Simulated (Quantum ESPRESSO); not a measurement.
Crystal: SiO2.

```
Si O
1.0
     4.23317    0.00000    0.00000
     0.00000    4.23317    0.00000
     0.00000    0.00000    2.69349
Si O
2 4
Direct
  0.00000 0.00000 0.00000
  0.50000 0.50000 0.50000
  0.80684 0.19316 0.50000
  0.30684 0.30684 0.00000
  0.19316 0.80684 0.50000
  0.69316 0.69316 0.00000
```

The cell comes from a database or a generator and needn't be the stable form of this composition.

- Program: Quantum ESPRESSO 7.5
- Task: single point
- Functional: PBE
- Potentials or basis: SSSP 1.3 efficiency PBE
- Cutoff: 748 eV
- Density cutoff: 5987 eV
- k mesh: 6 × 6 × 10
- Occupations: fermi-dirac, width 0.05 eV
- Spin: no spin polarisation

On this cell: pressure 0.1 GPa; largest force 0.011 eV/Å; band gap on the k mesh 5.04 eV, direct.

The same run follows on a disturbed copy (atoms moved at random, drawn with an rms of 0.05 Å):

```xyz
6
Lattice="4.2332 0.0000 0.0000 0.0000 4.2332 0.0000 0.0000 0.0000 2.6935" Properties=species:S:1:pos:R:3 pbc="T T T"
Si    0.0008    0.0094   -0.0164
Si    2.1306    2.1251    1.3752
O     3.4267    0.8291    1.2893
O     1.2447    1.3345    0.0012
O     0.8246    3.4161    1.3451
O     2.9881    2.9215    0.0477
```

**Question.** What changes?

**Answer.** The energy moves by +19.3 meV/atom; pressure -0.4 GPa; largest force 1.338 eV/Å; band gap on the k mesh 4.93 eV, direct.

Forces on the atoms (eV/Å):
```
Si   0.383 -0.166 -0.181
Si  -0.366 -0.055 -0.197
O   -0.631 -0.148  1.171
O    1.188  0.067 -0.060
O    0.290  0.394  0.129
O   -0.864 -0.092 -0.862
```

Stress tensor (GPa, compression positive):
```
-2.15 -0.40 -0.85
-0.40  0.64  0.10
-0.85  0.10  0.28
```

A k mesh can miss the band edges.
